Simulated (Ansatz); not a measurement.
C, space group Fmmm: an equation of state with a fit, run with Ansatz 0.2.0 through its Python package.

Script `c_eos.py`:
```python
# -*- coding: utf-8 -*-
import logging
import sys
import warnings

import ansatz as az
import numpy as np

logging.basicConfig(stream=sys.stdout, format="%(name)s: %(message)s")
log = logging.getLogger("run")
log.setLevel(logging.INFO)

vectors0 = np.array([
    [0.0, 2.127, 3.348],
    [1.228, 0.0, 3.348],
    [1.228, 2.127, 0.0],
])
sites = [
    ("C", (1 / 6, 5 / 6, 1 / 6)),
    ("C", (5 / 6, 1 / 6, 5 / 6)),
]


def make_crystal(cell):
    crystal = az.Crystal(lattice=az.Lattice.of(cell))
    for symbol, position in sites:
        crystal = crystal.atom(symbol, position)
    return crystal

warnings.simplefilter("ignore", az.DeckWarning)

volumes, energies = [], []
for scale in np.linspace(0.94, 1.06, 7):
    cell = vectors0 * scale ** (1 / 3)
    setup = (
        make_crystal(cell).calculation()
        .functional("PBEsol")
        .basis(510)
        .occupations("Marzari-Vanderbilt")
        .kpoints(14, 14, 14)
    )
    rep = setup.run().report
    volumes.append(abs(np.linalg.det(cell)) / len(sites))
    energies.append(rep["free_energy_ev"] / len(sites))
    log.info(f"V = {volumes[-1]:8.4f} A^3/atom  F = {energies[-1]:.5f} eV/atom")

x = np.array(volumes) ** (-2 / 3)
poly = np.polynomial.Polynomial.fit(x, energies, 3).convert()
roots = poly.deriv().roots()
x0 = min((r.real for r in roots if abs(r.imag) < 1e-9 and poly.deriv(2)(r.real) > 0), key=lambda r: abs(r - x.mean()))
v0 = x0 ** -1.5
b0 = 4 / 9 * poly.deriv(2)(x0) * v0 ** (-7 / 3) * 160.21766
b1 = 4 + 2 / 3 * x0 * poly.deriv(3)(x0) / poly.deriv(2)(x0)
log.info(f"V0 = {v0:.4f} A^3/atom, B0 = {b0:.1f} GPa, dB/dP = {b1:.2f}")
```

From its runs, with one value withheld:

| V (Å³/atom) | F less the lowest row shown (meV/atom) |
| --- | --- |
| 8.220 | 35.70 |
| 8.395 | 16.50 |
| 8.570 | ? |
| 8.745 | 0.00 |
| 8.920 | 1.45 |
| 9.095 | 8.62 |
| 9.270 | 21.02 |

What is the missing energy at 8.570 Å³ an atom?

A third-order Birch-Murnaghan fit, E = E0 + (9 V0 B0 / 16) [(t - 1)³ B' + (t - 1)² (6 - 4t)] with t = (V0/V)^(2/3), through the 6 rows shown gives V0 = 8.790 Å³, B0 = 281.6 GPa, B' = 3.56 and E0 = -0.20 meV. At V = 8.570 Å³, t = 1.01702, and the fit interpolates to 4.82 meV. The run gave 4.82 meV, a miss of 0.00 meV.

Shape and fractional positions are held along the curve, so the bulk modulus is an upper value where they are free to relax. This isn't the structure that C takes at ambient conditions. It ran for 33 s on 1 thread of Arm Neoverse V2, with other jobs on the host, peak memory 0.41 GiB.
